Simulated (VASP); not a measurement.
# Pt in VASP: single point with r2SCAN

Aim: the single point of Pt with r2SCAN.

Program: VASP 6.6.1. These are calculated values, not measurements. Logs are shortened: lines on timing, memory, paths and dates and some standing lists are left out, and cuts for length are marked.

## Step 1: The slab as given

The cell holds a slab with vacuum, 16 atoms: a = 5.549 Å, b = 5.549 Å, c = 24.797 Å, α = 90.00°, β = 90.00°, γ = 60.00°.

The cell was built by a generator and needn't be a form met in nature.

## Step 2: Single point, r2SCAN

POSCAR reads:

```
Pt
1.0
    5.5493740188      0.0000000000      0.0000000000
    2.7746870094      4.8058988753      0.0000000000
    0.0000000000      0.0000000000     24.7965673689
Pt
16
Direct
    0.0000000000      0.0000000000      0.3629534631
    0.5000000000      0.0000000000      0.3629534631
    0.0000000000      0.5000000000      0.3629534631
    0.5000000000      0.5000000000      0.3629534631
    0.1666666667      0.1666666667      0.4543178210
    0.6666666667      0.1666666667      0.4543178210
    0.1666666667      0.6666666667      0.4543178210
    0.6666666667      0.6666666667      0.4543178210
   -0.1666666667      0.3333333333      0.5455306966
    0.3333333333      0.3333333333      0.5455306966
   -0.1666666667      0.8333333333      0.5455306966
    0.3333333333      0.8333333333      0.5455306966
    0.0000000000      0.0000000000      0.6379875243
    0.5000000000      0.0000000000      0.6379875243
    0.0000000000      0.5000000000      0.6379875243
    0.5000000000      0.5000000000      0.6379875243
```

INCAR.step1 reads:

```
PREC = Accurate ; ENCUT = 520
ISMEAR = 0 ; SIGMA = 0.1
LREAL = Auto ; LASPH = T
NELM = 100 ; LDIPOL = T
IDIPOL = 3 ; DIPOL = 0.5 0.5 0.500
NBANDS = 94 ; GGA = PE
ALGO = Normal ; EDIFF = 1E-4
LWAVE = T ; LCHARG = F
```

INCAR.step2 reads:

```
PREC = Accurate ; ENCUT = 520
EDIFF = 1E-6 ; ISMEAR = 0
SIGMA = 0.1 ; LREAL = Auto
LASPH = T ; NELM = 100
ALGO = Normal ; ISIF = 2
LWAVE = F ; LCHARG = F
LDIPOL = T ; IDIPOL = 3
DIPOL = 0.5 0.5 0.500 ; METAGGA = R2SCAN
LMIXTAU = T ; NBANDS = 94
ISTART = 1
```

KPOINTS reads:

```
regular mesh
0
Gamma
  6 6 1
```

Potentials or basis: VASP PAW PBE potentials, release 64 (Pt).

Command:

```console
$ cat potpaw_PBE.64/Pt/POTCAR > POTCAR
$ cp INCAR.step1 INCAR
$ mpirun -np 1 vasp_std > vasp.out
$ cp INCAR.step2 INCAR
$ mpirun -np 1 vasp_std > vasp.out
```

OUTCAR:

```text
PREC = Accurate
   ENCUT = 520
   EDIFF = 1E-6
   ISMEAR = 0
   LREAL = Auto
   LASPH = T
   NELM = 100
   ISIF = 2
   METAGGA = R2SCAN
   ISTART = 1

 ion  position               nearest neighbor table
   1  0.000  0.000  0.363-   7 2.77   6 2.77   5 2.77   3 2.77   3 2.77   4 2.77   4 2.77   2 2.77
                             2 2.77
   2  0.500  0.000  0.363-   8 2.77   5 2.77   6 2.77   4 2.77   3 2.77   4 2.77   3 2.77   1 2.77
                             1 2.77
   3  0.000  0.500  0.363-   5 2.77   8 2.77   7 2.77   1 2.77   1 2.77   2 2.77   2 2.77   4 2.77
                             4 2.77
   4  0.500  0.500  0.363-   6 2.77   7 2.77   8 2.77   2 2.77   1 2.77   2 2.77   1 2.77   3 2.77
                             3 2.77
   5  0.167  0.167  0.454-  10 2.77  12 2.77   9 2.77   3 2.77   2 2.77   1 2.77   7 2.77   7 2.77
                             8 2.77   8 2.77   6 2.77   6 2.77
   6  0.667  0.167  0.454-   9 2.77  11 2.77  10 2.77   4 2.77   1 2.77   2 2.77   8 2.77   7 2.77
                             8 2.77   7 2.77   5 2.77   5 2.77
   7  0.167  0.667  0.454-  12 2.77  10 2.77  11 2.77   1 2.77   4 2.77   3 2.77   5 2.77   5 2.77
                             6 2.77   6 2.77   8 2.77   8 2.77
   8  0.667  0.667  0.454-  11 2.77   9 2.77  12 2.77   2 2.77   3 2.77   4 2.77   6 2.77   5 2.77
                             6 2.77   5 2.77   7 2.77   7 2.77
   9  0.833  0.333  0.546-   6 2.77   8 2.77   5 2.77  11 2.77  11 2.77  12 2.77  12 2.77  10 2.77
[... 22 lines left out ...]
 A1 = (  -2.7746870094,  -4.8058988753,   0.0000000000)
 A2 = (   5.5493740188,   0.0000000000,   0.0000000000)
 A3 = (   0.0000000000,   0.0000000000,  24.7965673689)

Analysis of symmetry for initial positions (statically):
=====================================================================
 Subroutine PRICEL returns following result:

  LATTYP: Found a hexagonal cell.
 ALAT       =     2.7746870094
 C/A-ratio  =     8.9367079188

  Lattice vectors:

 A1 = (  -1.3873435047,  -2.4029494376,   0.0000000000)
 A2 = (   2.7746870094,   0.0000000000,   0.0000000000)
 A3 = (   0.0000000000,   0.0000000000,  24.7965673689)

   4 primitive cells build up your supercell.

 Routine SETGRP: Setting up the symmetry group for a
 hexagonal supercell.

 Subroutine GETGRP returns: Found  6 space group operations
 (whereof  6 operations were pure point group operations)
 out of a pool of 24 trial point group operations.

The static configuration has the point symmetry C_3v.

Analysis of symmetry for dynamics (positions and initial velocities):
=====================================================================
 Subroutine PRICEL returns following result:

  LATTYP: Found a hexagonal cell.
 ALAT       =     2.7746870094
 C/A-ratio  =     8.9367079188

  Lattice vectors:

 A1 = (  -1.3873435047,  -2.4029494376,   0.0000000000)
 A2 = (   2.7746870094,   0.0000000000,   0.0000000000)
 A3 = (   0.0000000000,   0.0000000000,  24.7965673689)

   4 primitive cells build up your supercell.

 Routine SETGRP: Setting up the symmetry group for a
 hexagonal supercell.

 Subroutine GETGRP returns: Found  6 space group operations
 (whereof  6 operations were pure point group operations)
 out of a pool of 24 trial point group operations.

The dynamic configuration has the point symmetry C_3v.

 Subroutine INISYM returns: Found  6 space group operations
 (whereof  6 operations are pure point group operations),
 and found     4 'primitive' translations

----------------------------------------------------------------------------------------

                                     Primitive cell

  volume of cell :     165.3294

  direct lattice vectors                    reciprocal lattice vectors
    -1.387343505 -2.402949438  0.000000000     0.000000000 -0.416155240  0.000000000
     2.774687009  0.000000000  0.000000000     0.360401010 -0.208077620  0.000000000
     0.000000000  0.000000000 24.796567369     0.000000000  0.000000000  0.040328163

  length of vectors
     2.774687009  2.774687009 24.796567369     0.416155240  0.416155240  0.040328163

  position of ions in fractional coordinates (direct lattice)
     0.000000000  0.000000000  0.362953463
     0.666666667  0.333333333  0.454317821
     0.333333333  0.666666667  0.545530697
     0.000000000  0.000000000  0.637987524

  ion indices of the primitive-cell ions
   primitive index   ion index
                 1           1
                 2           5
                 3          11
                 4          13

----------------------------------------------------------------------------------------

 KPOINTS: regular mesh

Automatic generation of k-mesh.
 Grid dimensions read from file:
 generate k-points for:    6    6    1

 Generating k-lattice:

  Cartesian coordinates                     Fractional coordinates (reciprocal lattice)
     0.030033417 -0.017339802  0.000000000     0.166666667  0.000000000  0.000000000
     0.000000000  0.034679603  0.000000000     0.000000000  0.166666667  0.000000000
     0.000000000  0.000000000  0.040328163     0.000000000  0.000000000  1.000000000

  Length of vectors
     0.034679603  0.034679603  0.040328163

  Shift w.r.t. Gamma in fractional coordinates (k-lattice)
     0.000000000  0.000000000  0.000000000

 Subroutine IBZKPT returns following result:
 ===========================================

 Found      7 irreducible k-points:

 Following reciprocal coordinates:
            Coordinates               Weight
  0.000000  0.000000  0.000000      1.000000
  0.166667 -0.000000  0.000000      6.000000
  0.333333 -0.000000  0.000000      6.000000
  0.500000 -0.000000  0.000000      3.000000
  0.333333  0.166667  0.000000      6.000000
  0.500000  0.166667  0.000000     12.000000
 -0.333333  0.333333  0.000000      2.000000
   k-points           NKPTS =      7   k-points in BZ     NKDIM =      7   number of bands    NBANDS=     94
   number of dos      NEDOS =    301   number of ions     NIONS =     16
   total plane-waves  NPLWV = 338688
   dimension x,y,z NGX =    42 NGY =   42 NGZ =  192
   dimension x,y,z NGXF=    84 NGYF=   84 NGZF=  384
   ions per type =              16
   NGX,Y,Z   is equivalent  to a cutoff of  12.58, 12.58, 12.87 a.u.
   NGXF,Y,Z  is equivalent  to a cutoff of  25.16, 25.16, 25.74 a.u.
 SYSTEM =  unknown system
   PREC   = accura    normal or accurate (medium, high low for compatibility)
   ISTART =      1    job   : 0-new  1-cont  2-samecut
   ICHARG =      0    charge: 1-file 2-atom 10-const
   ISPIN  =      1    spin polarized calculation?
   LNONCOLLINEAR =      F non collinear calculations
   LSORBIT =      F    spin-orbit coupling
   LASPH  =      T    aspherical Exc in radial PAW
   ENCUT  =  520.0 eV  38.22 Ry    6.18 a.u.  10.32 10.32 46.11*2*pi/ulx,y,z
   NELM   =    100;   NELMIN=  2; NELMDL=  0     # of ELM steps
   EDIFF  = 0.1E-05   stopping-criterion for ELM
   LREAL  =      T    real-space projection
   EDIFFG = 0.1E-04   stopping-criterion for IOM
   NSW    =      0    number of steps for IOM
   IBRION =     -1    ionic relax: 0-MD 1-quasi-New 2-CG
   NFREE  =      0    steps in history (QN), initial steepest desc. (CG)
   ISIF   =      2    stress and relaxation
   ISYM   =      2    0-nonsym 1-usesym 2-fastsym
   POTIM  = 0.5000    time-step for ionic-motion
   TEBEG  =    0.0;   TEEND  =   0.0 temperature during run
   PSTRESS=    0.0 pullay stress
   NELECT =     160.0000    total number of electrons
   NUPDOWN=      -1.0000    fix difference up-down
   EMIN   =  10.00;   EMAX   =-10.00  energy-range for DOS
   EFERMI =   0.00;   METHOD = LEGACY
   ISMEAR =     0;   SIGMA  =   0.10  broadening in eV -4-tet -1-fermi 0-gaus
   EFERMI_NEDOS =   21; number of points for ismear=-14 and -15
   IALGO  =     38    algorithm
   IMIX   =      4    mixing-type and parameters
     AMIX     =   0.40;   BMIX     =  1.00
     AMIX_MAG =   1.60;   BMIX_MAG =  1.00
  volume/ion in A,a.u.               =      41.33       278.92
  Fermi-wavevector in a.u.,A,eV,Ry     =   1.020105  1.927718 14.158408  1.040614
  Thomas-Fermi vector in A             =   2.153656
   LORBIT       =      0    0 simple, 1 ext, 2 COOP (PROOUT), +10 PAW based schemes
   METAGGA = R2SCAN    functional components
   LHFCALC =     F    Hartree Fock is set to
   AEXX    =    0.0000 exact exchange contribution
   IVDW    =     0    specifies the selected vdW correction
   LEPSILON=     F    determine dielectric tensor
   LRPA    =     F    only Hartree local field effects (RPA)
 non-spin polarized calculation
 Gauss-broadening in eV      SIGMA  =   0.10
  energy-cutoff  :      520.00
  volume of cell :      661.32
 maximum number of plane-waves:     17895
 NGX is ok and might be reduce to    42
   NGX = 21   NGY = 21   NGZ = 93

 dipolmoment           0.000000      0.000000     -0.001597 electrons x Angstroem

 number of electron     160.0000016 magnetization

 dipolmoment           0.000000      0.000000      0.001534 electrons x Angstroem

 Free energy of the ion-electron system (eV)
  ---------------------------------------------------
  ext. energy  EPLUGINS =         0.00000000
  ---------------------------------------------------
  free energy    TOTEN  =      -818.80326568 eV

  energy without entropy =     -818.69238794  energy(sigma->0) =     -818.74782681

 E-fermi :   0.2872     XC(G=0):  -6.0028

 val. band max:        0.2793553961   @ k =   0.1667  -0.0000   0.0000
 cond. band min:       0.3067870426   @ k =   0.3333  -0.0000   0.0000
 fundamental gap:      0.0274316465
 Fermi energy:         0.2871910769

 k-point     1 :       0.0000    0.0000    0.0000
  band No.  band energies     occupation
      1      -9.5393      2.00000
      2      -8.1543      2.00000
      3      -7.0401      2.00000
      4      -6.9911      2.00000
      5      -6.7445      2.00000
      6      -6.7445      2.00000
[... 654 lines left out ...]
     91       3.4404      0.00000
     92       3.4404      0.00000
 [bands above 92 left out]

------------------------ aborting loop because EDIFF is reached ----------------------------------------

 vacuum level on the upper side and lower side of the slab       (xc-potential included)        -0.051        -0.063

  FORCE on cell =-STRESS in cart. coord.  units (eV):
  Direction    XX          YY          ZZ          XY          YZ          ZX
  --------------------------------------------------------------------------------------
  -------------------------------------------------------------------------------------
  Total      -14.4727326    -14.4727326      2.5405351      0.0000000     -0.0000000      0.0000000
  in kB      -35.0631500    -35.0631500      6.1549652      0.0000000     -0.0000000      0.0000000
  external PRESSURE =     -21.3237783 kB  Pullay stress =       0.0000000 kB

 VOLUME and BASIS-vectors are now :
 -----------------------------------------------------------------------------
  energy-cutoff  :      520.00
  volume of cell :      661.32
      direct lattice vectors                 reciprocal lattice vectors
     5.549374019  0.000000000  0.000000000     0.180200505 -0.104038810  0.000000000
     2.774687009  4.805898875  0.000000000     0.000000000  0.208077620  0.000000000
     0.000000000  0.000000000 24.796567369     0.000000000  0.000000000  0.040328163

 POSITION                                       TOTAL-FORCE (eV/Angst)
 -----------------------------------------------------------------------------------
      0.00000      0.00000      9.00000        -0.000000     -0.000000     -0.219501
      2.77469      0.00000      9.00000        -0.000000     -0.000000     -0.219501
      1.38734      2.40295      9.00000        -0.000000     -0.000000     -0.219501
      4.16203      2.40295      9.00000        -0.000000     -0.000000     -0.219501
      1.38734      0.80098     11.26552         0.000000      0.000000      0.184732
      4.16203      0.80098     11.26552         0.000000      0.000000      0.184732
[... 8 lines left out ...]
      1.38734      2.40295     15.81990        -0.000000     -0.000000      0.032339
      4.16203      2.40295     15.81990         0.000000     -0.000000      0.032339
 -----------------------------------------------------------------------------------
    total drift:                               -0.000003     -0.000002      0.057313

  FREE ENERGIE OF THE ION-ELECTRON SYSTEM (eV)
  ---------------------------------------------------
  free  energy   TOTEN  =      -818.8032656783 eV

  energy  without entropy=     -818.6923879358  energy(sigma->0) =     -818.74782681

 vacuum level on the upper side and lower side of the slab         6.008         5.995
```

Wall time 31 min (1 thread of Intel Xeon 6975P-C (Granite Rapids), shared host); peak memory 0.91 GiB.

Results:

| Quantity | Value |
| --- | --- |
| Free energy | -818.8033 eV |
| Largest force | 0.220 eV/Å |
| Band gap on the k mesh | none (metal or under the smearing width) |

Forces in eV/Å, atoms in the order of the input:
```
Pt   0.000  0.000 -0.220
Pt   0.000  0.000 -0.220
Pt   0.000  0.000 -0.220
Pt   0.000  0.000 -0.220
Pt   0.000  0.000  0.185
Pt   0.000  0.000  0.185
Pt   0.000  0.000  0.185
Pt   0.000  0.000  0.185
Pt   0.000  0.000  0.002
Pt   0.000  0.000  0.002
Pt   0.000  0.000  0.002
Pt   0.000  0.000  0.002
Pt   0.000  0.000  0.032
Pt   0.000  0.000  0.032
Pt   0.000  0.000  0.032
Pt   0.000  0.000  0.032
```

Caveat: the PAW data sets were made with another functional, which shifts forces and pressure a little. The run has no spin-orbit coupling, so splittings on Pt are missing.
